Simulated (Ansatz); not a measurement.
Rutile GeO₂, treated with PBE-D4 in Ansatz (plane waves, PAW).

Settings: plane-wave cutoff 520 eV, 8×8×12 k mesh (along the axes of the cell as run), Fermi–Dirac smearing 0.01 eV, scalar-relativistic PAW data made under PBE.

On both sides of the equilibrium volume: at 9.363 Å³/atom the pressure is 4.55 GPa and the direct gap at Γ 1.674 eV; at 9.746 Å³/atom they are -3.95 GPa and 1.229 eV. The fitted bulk modulus is 211 GPa.

Question: Work out the volume deformation potential of this gap and its pressure coefficient, in two ways.

Answer: a_V = dE_g/d ln V = (1.229 − 1.674)/ln(9.746/9.363) = -11.10 eV. Since dP = −B d ln V, dE_g/dP = −a_V/B = 53 meV/GPa. Straight from the pressures: (1.674 − 1.229)/(4.55 − (-3.95)) = 52 meV/GPa. At this level and over this range the gap at Γ widens under pressure.

Spin–orbit coupling is not included.

Note: the bulk modulus comes from volumes at which shape and atoms were relaxed.

Ansatz is a program for electronic structure.
